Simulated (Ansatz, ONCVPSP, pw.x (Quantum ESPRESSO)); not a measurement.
**What a changed setting does to a pw.x run (fcc Ba)**

Potential: optimised norm-conserving Vanderbilt (ONCV), ONCVPSP 4.0.1.1 (patched build), PBE; core [Kr] 4d10, reference 5s2 5p6 6s2; waves: 5s+6s: rc 2.55 bohr, ncon 4, nbas 7, qcut 4.7 1/bohr, 2 projectors; 5p: rc 2.85 bohr, ncon 4, nbas 8, qcut 3.9 1/bohr, 2 projectors, debl 1.8 Ha; d scattering state at 0.03 Ha: rc 2.75 bohr, ncon 5, nbas 8, qcut 3.5 1/bohr, 1 projector; local part: polynomial inside 2.10 bohr (lpopt 3, dvloc0 4 Ha); core correction: Teter function, fcfact 2.25, rcfact 1.05. In the d channel the program set the typed energies aside and used 0.050 Ha.

The reference run (k-mesh 9³, cutoffs 50/200 Ry, Fermi–Dirac 0.01 Ry, mixing_beta 0.4, conv_thr 1e-9, no spin) gives 0.03 GPa at 64.378 Å³/atom, where all-electron LAPW gives 0.00 GPa. This run, with its own iteration cap, changes mixing_beta to 0.9.

```
&control
  calculation='scf', prefix='x', pseudo_dir='./', outdir='./tmp', tstress=.true., disk_io='none'
/
&system
  ibrav=0, nat=1, ntyp=1, ecutwfc=50, ecutrho=200, nbnd=12,
  occupations='smearing', smearing='fd', degauss=0.01
/
&electrons
  conv_thr=1e-09, mixing_beta=0.9, electron_maxstep=60
/
ATOMIC_SPECIES
Ba 1.0 Ba.UPF
CELL_PARAMETERS angstrom
  0.00000000 3.18104023 3.18104023
  3.18104023 0.00000000 3.18104023
  3.18104023 3.18104023 0.00000000
ATOMIC_POSITIONS crystal
Ba 0.0000 0.0000 0.0000
K_POINTS automatic
9 9 9 0 0 0
```

```bash
pw.x < Ba.scf.in > Ba.scf.out
```

How does the run end?

It converges in 5 iterations; the free energy moves by +0.0 meV/atom and the pressure by +0.00 GPa. The result is that of the reference run.

```
Message from routine setup:
     using ibrav=0 with symmetry is DISCOURAGED, use correct ibrav instead
     lattice parameter (alat)  =       8.5013  a.u.
     unit-cell volume          =     434.4443 (a.u.)^3
     number of electrons       =        10.00
     number of Kohn-Sham states=           12
     kinetic-energy cutoff     =      50.0000  Ry
     charge density cutoff     =     200.0000  Ry
     scf convergence threshold =      1.0E-09
     Exchange-correlation= PBE
     number of k points=    35  Fermi-Dirac smearing, width (Ry)=  0.0100
     iteration #  1     ecut=    50.00 Ry     beta= 0.90
     total energy              =     -52.73989362 Ry
     estimated scf accuracy    <       0.00092563 Ry
     iteration #  2     ecut=    50.00 Ry     beta= 0.90
     total energy              =     -52.73996372 Ry
     estimated scf accuracy    <       0.00003137 Ry
     iteration #  3     ecut=    50.00 Ry     beta= 0.90
     total energy              =     -52.73996987 Ry
     estimated scf accuracy    <       0.00000280 Ry
     iteration #  4     ecut=    50.00 Ry     beta= 0.90
     total energy              =     -52.73997040 Ry
     estimated scf accuracy    <       0.00000002 Ry
     iteration #  5     ecut=    50.00 Ry     beta= 0.90
     the Fermi energy is     5.6329 ev
!    total energy              =     -52.73997041 Ry
     estimated scf accuracy    <          1.1E-10 Ry
     smearing contrib. (-TS)   =      -0.00779405 Ry
     The total energy is F=E-TS. E is the sum of the following terms:
     one-electron contribution =     -15.16808089 Ry
     hartree contribution      =       9.25234222 Ry
     xc contribution           =      -8.68104247 Ry
     ewald contribution        =     -38.13539522 Ry
     convergence has been achieved in   5 iterations
          total   stress  (Ry/bohr**3)                   (kbar)     P=        0.32
     Message from routine punch:
     Nothing written, as per user request (disk_io='none')
```

The run took about 21 s on one core of a shared host (Neoverse-N1, 64 threads, 124 GiB, load 54).
